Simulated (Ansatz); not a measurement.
NiSb (Breithauptite):

```
CELL_PARAMETERS angstrom
3.92800 0.00000 0.00000
-1.96400 3.40175 0.00000
0.00000 0.00000 5.12000
ATOMIC_POSITIONS crystal
Sb 0.66667 0.33333 0.75000
Sb 0.33333 0.66667 0.25000
Ni 0.00000 0.00000 0.50000
Ni 0.00000 0.00000 0.00000
```

Base run:

* Program: Ansatz 0.2.0
* Functional: PBE
* Potentials or basis: Ansatz PAW
* Cutoff: 420 eV
* Density cutoff: 1680 eV
* k mesh: 8 × 8 × 5
* Occupations: fermi-dirac, width 0.05 eV
* Spin: collinear spin, ferromagnetic start
* Starting moments: [0.0, 0.0, 1.0, 1.0] μB

Its results: band gap on the k mesh none (metal or under the smearing width); pressure 3.8 GPa; net moment 0.00 μB per cell.

Problem. After a change of settings the same cell gave: band gap on the k mesh none (metal or under the smearing width); pressure -2.0 GPa; net moment 0.00 μB per cell. Which change was it?
A. functional from PBE to r2SCAN; cutoff from 420 eV to 500 eV; density cutoff from 1680 eV to 2000 eV
B. functional from PBE to RPBE; occupations from fermi-dirac, width 0.05 eV to gaussian, width 0.1 eV
C. functional from PBE to r2SCAN; cutoff from 420 eV to 500 eV; density cutoff from 1680 eV to 2000 eV; hubbard terms from none to Ni d U = 3 eV; hubbard projectors from none to ortho-atomic (the default)
D. functional from PBE to PBEsol

Solution. D.

PBEsol binds more tightly than PBE, so the same cell stands under less pressure.

Caveats: the PAW data sets come from PBE, with cores solved anew for the run's functional, which leaves a small shift of forces and pressure (some runs).

Not every run made on this cell is shown here.
